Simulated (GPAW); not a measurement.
# HfO2 (Fm-3m) in GPAW: notebook, part 2 of 2

GPAW 26.7.0.

### Step 4. Equation of state, PBE+D3(BJ)

File run.py:

```python
from ase.calculators.mixing import SumCalculator
from ase.eos import EquationOfState
from ase.io import Trajectory, read
from ase.units import GPa
from dftd3.ase import DFTD3
from gpaw import GPAW, PW

atoms = read('HfO2.cif')

traj = Trajectory('eos.traj', 'w')
volumes, energies = [], []
for x in [0.94, 0.96, 0.98, 1.0, 1.02, 1.04, 1.06]:
    a = atoms.copy()
    a.set_cell(atoms.cell * x**(1 / 3), scale_atoms=True)
    calc = GPAW(mode=PW(800),
                xc='PBE',
                kpts={'size': (7, 7, 7), 'gamma': True},
                occupations={'name': 'fermi-dirac', 'width': 0.05},
                nbands=24,
                convergence={'density': 1e-05, 'energy': 1e-05},
                maxiter=150,
                txt=f'eos-{x:.2f}.txt')
    a.calc = SumCalculator([calc, DFTD3(method='pbe', damping='d3bj')])
    energies.append(a.get_potential_energy())
    volumes.append(a.get_volume())
    p = -a.get_stress()[:3].mean() / GPa
    calc.write(f'eos-{x:.2f}.gpw')
    traj.write(a)
    print(f'{x:.2f} {volumes[-1]:10.4f} A^3 {energies[-1]:14.6f} eV {p:9.3f} GPa', flush=True)

v0, e0, B = EquationOfState(volumes, energies, eos='birchmurnaghan').fit()
print(f'V0 = {v0:.4f} A^3, E0 = {e0:.6f} eV, B0 = {B / GPa:.2f} GPa')
```

File HfO2.cif:

```cif
data_HfO2
_cell_length_a 3.61685119
_cell_length_b 3.61685119
_cell_length_c 3.61685119
_cell_angle_alpha 60.00000000
_cell_angle_beta 60.00000000
_cell_angle_gamma 60.00000000
_space_group_name_H-M_alt 'P1'
_space_group_name_Hall 'P 1'
_space_group_IT_number 1
loop_
_space_group_symop_operation_xyz
'x,y,z'
loop_
_atom_site_label
_atom_site_type_symbol
_atom_site_symmetry_multiplicity
_atom_site_Wyckoff_symbol
_atom_site_fract_x
_atom_site_fract_y
_atom_site_fract_z
_atom_site_occupancy
Hf1 Hf 1 a 0.0000000000 0.0000000000 0.0000000000 1
O1 O 1 a 0.7500000000 0.7500000000 0.7500000000 1
O2 O 1 a 0.2500000000 0.2500000000 0.2500000000 1
```

Potentials or basis: GPAW PAW data sets (gpaw-data 1.2.1), pw.

Launch:

```bash
$ OMP_NUM_THREADS=1 python run.py
```

Log:

```text
__  _  _
 | _ |_)|_||  |
 |__||  | ||/\| - 26.7.0

Input parameters:
  mode=PW(ecut=800.0),
  convergence={'density': 1e-05, 'energy': 1e-05},
  kpts=MonkhorstPack(size=(7, 7, 7), gamma=True),
  maxiter=150,
  nbands=24,
  occupations=Occupations(name='fermi-dirac', width=0.05),
  xc=XC(name='PBE')

Diagonalizing LCAO Hamiltonian
Converting LCAO to pw mode

                      O

            O
       Hf

Atoms  # Å, Bohr magnetons
|   | symbol |        x |        y |        z |    initial magnetic moments |
|---|--------|----------|----------|----------|-----------------------------|
| 0 |     Hf | 0.000000 | 0.000000 | 0.000000 | ( 0.0000,  0.0000,  0.0000) |
| 1 |      O | 5.314526 | 3.068343 | 2.169646 | ( 0.0000,  0.0000,  0.0000) |
| 2 |      O | 1.771509 | 1.022781 | 0.723215 | ( 0.0000,  0.0000,  0.0000) |

Unit cell  # Å
| periodic |        x |        y |        z |  lengths |    angles |
|----------|----------|----------|----------|----------|-----------|
|      yes | 3.543017 | 0.000000 | 0.000000 | 3.543017 | 60.000000 |
|      yes | 1.771509 | 3.068343 | 0.000000 | 3.543017 | 60.000000 |
|      yes | 1.771509 | 1.022781 | 2.892861 | 3.543017 | 60.000000 |

Number of symmetries: 48
Symmetry operations  # r_c * U_cc + t_c -> r_c
|    | kind |            matrix            |
|----|------|------------------------------|
|  0 |  σ   |  1, 0, 0,  1, 0,-1,  1,-1, 0 |
|  1 |  C2  |  1, 0, 0,  1,-1, 0,  1, 0,-1 |
|  2 |  E   |  1, 0, 0,  0, 1, 0,  0, 0, 1 |
|  3 |  σ   |  1, 0, 0,  0, 0, 1,  0, 1, 0 |
|  4 |  C4  |  1, 0,-1,  1, 0, 0,  1,-1, 0 |
|  5 |  S6  |  1, 0,-1,  1,-1, 0,  1, 0, 0 |
|  6 |  σ   |  1, 0,-1,  0, 1,-1,  0, 0,-1 |
|  7 |  C3  |  1, 0,-1,  0, 0,-1,  0, 1,-1 |
|  8 |  S6  |  1,-1, 0,  1, 0, 0,  1, 0,-1 |
|  9 |  C4  |  1,-1, 0,  1, 0,-1,  1, 0, 0 |
| 10 |  C3  |  1,-1, 0,  0,-1, 1,  0,-1, 0 |
| 11 |  σ   |  1,-1, 0,  0,-1, 0,  0,-1, 1 |
| 12 |  σ   |  0, 1, 0,  1, 0, 0,  0, 0, 1 |
| 13 |  C4  |  0, 1, 0,  0, 1,-1, -1, 1, 0 |
| 14 |  C3  |  0, 1, 0,  0, 0, 1,  1, 0, 0 |
| 15 |  S6  |  0, 1, 0, -1, 1, 0,  0, 1,-1 |
| 16 |  C2  |  0, 1,-1,  1, 0,-1,  0, 0,-1 |
| 17 |  σ   |  0, 1,-1,  0, 1, 0, -1, 1, 0 |
| 18 |  S4  |  0, 1,-1,  0, 0,-1,  1, 0,-1 |
| 19 |  C4  |  0, 1,-1, -1, 1, 0,  0, 1, 0 |
| 20 |  C3  |  0, 0, 1,  1, 0, 0,  0, 1, 0 |
| 21 |  σ   |  0, 0, 1,  0, 1, 0,  1, 0, 0 |
| 22 |  S6  |  0, 0, 1,  0,-1, 1, -1, 0, 1 |
| 23 |  C4  |  0, 0, 1, -1, 0, 1,  0,-1, 1 |
| 24 |  S4  |  0, 0,-1,  1, 0,-1,  0, 1,-1 |
| 25 |  C3  |  0, 0,-1,  0, 1,-1,  1, 0,-1 |
| 26 |  C2  |  0, 0,-1,  0,-1, 0, -1, 0, 0 |
| 27 |  S6  |  0, 0,-1, -1, 0, 0,  0,-1, 0 |
| 28 |  S4  |  0,-1, 1,  1,-1, 0,  0,-1, 0 |
| 29 |  C4  |  0,-1, 1,  0, 0, 1, -1, 0, 1 |
| 30 |  C2  |  0,-1, 1,  0,-1, 0,  1,-1, 0 |
| 31 |  σ   |  0,-1, 1, -1, 0, 1,  0, 0, 1 |
| 32 |  C3  |  0,-1, 0,  1,-1, 0,  0,-1, 1 |
| 33 |  S6  |  0,-1, 0,  0, 0,-1, -1, 0, 0 |
| 34 |  S4  |  0,-1, 0,  0,-1, 1,  1,-1, 0 |
| 35 |  C2  |  0,-1, 0, -1, 0, 0,  0, 0,-1 |
| 36 |  C2  | -1, 1, 0,  0, 1, 0,  0, 1,-1 |
| 37 |  S6  | -1, 1, 0,  0, 1,-1,  0, 1, 0 |
| 38 |  S4  | -1, 1, 0, -1, 0, 1, -1, 0, 0 |
| 39 |  C3  | -1, 1, 0, -1, 0, 0, -1, 0, 1 |
| 40 |  S6  | -1, 0, 1,  0, 0, 1,  0,-1, 1 |
| 41 |  C2  | -1, 0, 1,  0,-1, 1,  0, 0, 1 |
| 42 |  C3  | -1, 0, 1, -1, 1, 0, -1, 0, 0 |
| 43 |  S4  | -1, 0, 1, -1, 0, 0, -1, 1, 0 |
| 44 |  C2  | -1, 0, 0,  0, 0,-1,  0,-1, 0 |
| 45 |  i   | -1, 0, 0,  0,-1, 0,  0, 0,-1 |
| 46 |  σ   | -1, 0, 0, -1, 1, 0, -1, 0, 1 |
| 47 |  C2  | -1, 0, 0, -1, 0, 1, -1, 1, 0 |

BZ-sampling:
  Number of BZ points: 343
  Number of IBZ points: 20

  Monkhorst-Pack size: [7, 7, 7]
  Monkhorst-Pack shift: [0, 0, 0]

K-points  # in reciprocal-cell coordinates
|     |                                coordinates |     weight |
|-----|--------------------------------------------|------------|
|   0 | (  0.00000000,   0.00000000,   0.00000000) | 0.00291545 |
|   1 | (  0.14285714,   0.14285714,   0.00000000) | 0.01749271 |
|   2 | (  0.14285714,   0.14285714,   0.14285714) | 0.02332362 |
|   3 | (  0.28571429,   0.14285714,   0.14285714) | 0.03498542 |
|   4 | (  0.28571429,   0.28571429,   0.00000000) | 0.01749271 |
|   5 | (  0.28571429,   0.28571429,   0.14285714) | 0.06997085 |
|   6 | (  0.28571429,   0.28571429,   0.28571429) | 0.02332362 |
|   7 | (  0.42857143,  -0.28571429,  -0.28571429) | 0.03498542 |
|   8 | (  0.42857143,   0.28571429,  -0.42857143) | 0.13994169 |
|   9 | (  0.42857143,   0.28571429,  -0.28571429) | 0.06997085 |
| ... |                                            |            |
|  19 | (  0.42857143,   0.42857143,   0.42857143) | 0.02332362 |

Plane wave coefficients: 1639
Cutoff: 800.0 eV

Spin-components: 1 (collinear spins)
Bands:           24
Projectors:      16
Spin-degeneracy: 2
Datatype:        complex128

Parallelization:
  kpt:    1
  domain: 1
  band:   1

Density:
  Valence electrons: 24.0
  Components: 1
  Grid points: [24 24 24]
  Charge: 0.0  # |e|

Potential:
  Grid points: [24 24 24]

species:
  Hf:
    name:    Hafnium
    Z:       72.0
    valence: 12
    core:    60
    charge:  0.0  # [|e|]
    compensation charges:
      type: gauss
      rc: 0.41  # [Å]
      lmax: 2
    cutoffs:
      filter: 2.36  # [Å]
      core: 4.02  # [Å]
    projectors
    | kind |    occ | energy [eV] | rcut [Å] |
    |------|--------|-------------|----------|
    |   5s |  2.000 |     -66.831 |    1.397 |
    |   6s |  2.000 |      -5.097 |    1.397 |
    |   5p |  6.000 |     -35.599 |    1.307 |
    |   6p |  0.000 |      -1.401 |    1.307 |
    |   5d |  2.000 |      -2.699 |    1.334 |
    |    d |        |      24.513 |    1.334 |

    Using partial waves for Hf as LCAO basis

  O:
    name:    Oxygen
    Z:       8.0
    valence: 6
    core:    2
    charge:  0.0  # [|e|]
    compensation charges:
      type: gauss
      rc: 0.21  # [Å]
      lmax: 2
    cutoffs:
      filter: 1.17  # [Å]
      core: 0.83  # [Å]
    projectors
    | kind |    occ | energy [eV] | rcut [Å] |
    |------|--------|-------------|----------|
    |   2s |  2.000 |     -23.961 |    0.688 |
    |   2p |  4.000 |      -9.029 |    0.598 |
    |    s |        |       3.251 |    0.688 |
    |    p |        |      18.182 |    0.598 |
    |    d |        |       0.000 |    0.619 |

    Using partial waves for O as LCAO basis

Reference energy: -413967.819878  # eV

eigensolver:
  PPCG
  Converge bands: occupied
  niter=2

density mixing:
  MSR1-Mixer
  Pratt-step length: 0.05
  Maximum mixing coefficient: 0.75
  Old densities: 10
  SVD Regularization: 0.005
  Good broyden scale: 1.0
  Trust region scale: 1.0
  Backstep threshold: 4.0
  History deletion threshold: 6.0
  Fourier metric: weight=20.0, sigma=0.015

occupation numbers:
  Fermi-Dirac:
    width: 0.0500  # eV

poisson solver:
  ecut: 6400.0  # eV

xc functional:
  name: PBE with 2 nearest neighbor stencil

convergence criteria:
- Maximum integral of absolute [dens]ity change: 1e-05 electrons / valence electron
- Maximum [total energy] change in last 3 cyles: 1e-05 eV / valence electron
- Maximum integral of absolute [eigenst]ate change: 4e-08 eV^2 / valence electron
maximum number of iterations: 150

SCF iterations
|iter     | |      energy | eigst |  dens |
|---------|-|-------------|-------|-------|
|iter:   1| |  -32.131763 | +0.07 |       |
|iter:   2| |  -31.017081 | -2.16 | -0.81 |
|iter:   3| |  -28.043712 | -1.08 | -0.86 |
|iter:   4| |  -28.042864 | -2.71 | -1.47 |
|iter:   5| |  -28.053075 | -3.22 | -1.73 |
|iter:   6| |  -28.052888 | -5.20 | -2.87 |
|iter:   7| |  -28.052912c| -6.01 | -3.35 |
|iter:   8| |  -28.052915c| -7.07 | -3.84 |
|iter:   9| |  -28.052915c| -7.70c| -4.78 |
|iter:  10| |  -28.052915c| -8.52c| -5.47c|

Converged in 10 steps
Energy contributions relative to reference atoms: (reference = -413967.819878)

Energy contributions:
  Kinetic:          33.600638
  Coulomb:         -35.601084
  Zero:              0.332651
  External:          0.000000
  Xc:              -26.385120
  Entropy:          -0.000000
  Spinorbit:         0.000000
  ----------------------------
  Free energy:     -28.052915
  Extrapolated:    -28.052915

dipole moment: (-25.797370, -14.894118, -10.531732)  # |e|*Ang

Fermi level: 9.826
Eigenvalues  # (at kpt = [0.000, 0.000, 0.000])
| band index |      eig [eV] | occ [0-2] |
|------------|---------------|-----------|
|          0 |       -51.950 |     2.000 |
|        ... |               |           |
|          4 |       -10.020 |     2.000 |
|          5 |        -6.808 |     2.000 |
|          6 |         3.331 |     2.000 |
|          7 |         3.331 |     2.000 |
|          8 |         3.331 |     2.000 |
|          9 |         8.282 |     2.000 |
[... 8 lines left out ...]
|         18 |        23.399 |     0.000 |
|         19 |        23.399 |     0.000 |
|        ... |               |           |
|         23 |        34.355 |     0.000 |

Gap: 4.041 eV
Transition (v -> c):
  (s=0, k=15, n=11, [0.43, 0.43, -0.14]) -> (s=0, k=0, n=12, [0.00, 0.00, 0.00])
Direct/indirect transitions are different
Direct gap: 4.261 eV
Transition at: (s=0, k=15, n=11, [0.43, 0.43, -0.14])

Stress tensor  # eV/Ang^3
|         x |         y |         z |
|-----------|-----------|-----------|
| -0.088708 |  0.000000 |  0.000000 |
|  0.000000 | -0.088708 |  0.000000 |
|  0.000000 |  0.000000 | -0.088708 |

# Writing to eos-0.94.gpw (mode='')
```

Wall time 2.3 min (1 thread of Arm Neoverse V1, shared host); peak memory 0.27 GiB.

What came out:

```yaml
Equilibrium_volume: 10.88 Å³/atom
Bulk_modulus: 261 GPa
Pressure_derivative_of_the_bulk_modulus: 4.4
```

Energy against volume, from the lowest point:
| volume (Å³/atom) | energy (meV/atom) |
| --- | --- |
| 10.483 | 12.12 |
| 10.706 | 1.99 |
| 10.929 | 0.00 |
| 11.152 | 5.26 |
| 11.375 | 17.02 |
| 11.598 | 34.58 |
| 11.821 | 57.42 |

### Step 5. The runs side by side

```tsv
level	V0 of scaled cells (Å³/atom)	B0 (GPa)
PBE+D4	10.89	259
r2SCAN	-	-
PBE+D3(BJ)	10.88	261
```

Alike in all rows: task equation of state; potentials or basis GPAW PAW data sets (gpaw-data 1.2.1), pw; no spin polarisation; cell as given; k mesh 7 × 7 × 7; cutoff (eV) 800; smearing fermi-dirac 0.05 eV.

Caveats: the points scatter about the fit (some runs); the PAW data sets were made with another functional, which shifts forces and pressure a little (some runs).

Absolute energies hang on the potentials; compare differences alone.
